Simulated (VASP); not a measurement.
A run of VASP 6.6.1 is set up as follows.

File INCAR:

```
SYSTEM = Fe
  PREC = Accurate
  ENCUT = 520
  EDIFF = 1E-6
  ISMEAR = -1
  SIGMA = 0.13605693000000002
  LREAL = .FALSE.
  LASPH = .TRUE.
  NELM = 60
  ALGO = Fast
  ISIF = 2
  LWAVE = .FALSE.
  LCHARG = .FALSE.
  GGA = PE
  NBANDS = 10
```

Contents of KPOINTS:

```
Automatic mesh
0
G
  14 14 14
  0 0 0
```

The input POSCAR:

```
Fe
1.0
    2.2691533647      0.0000000000      0.0000000000
    0.0000000000      2.2691533647      0.0000000000
    0.0000000000      0.0000000000      2.2691533647
Fe
1
Direct
    0.0000000000      0.0000000000      0.0000000000
```

Potentials or basis: VASP PAW PBE potentials, release 64 (Fe).

Launch:

```console
$ cat potpaw_PBE.64/Fe/POTCAR > POTCAR
$ mpirun -np 1 vasp_std > vasp.out
```

Problem. Predict the band gap on the k mesh.

Solution. None (metal or under the smearing width).

Problem. What does it give for the pressure?

Solution. 0.0 GPa.

Caveat: the run has no spin polarisation, though such a crystal can be magnetic. Spin polarisation is off, so any magnetic state and its effect on volume and gap are missing.
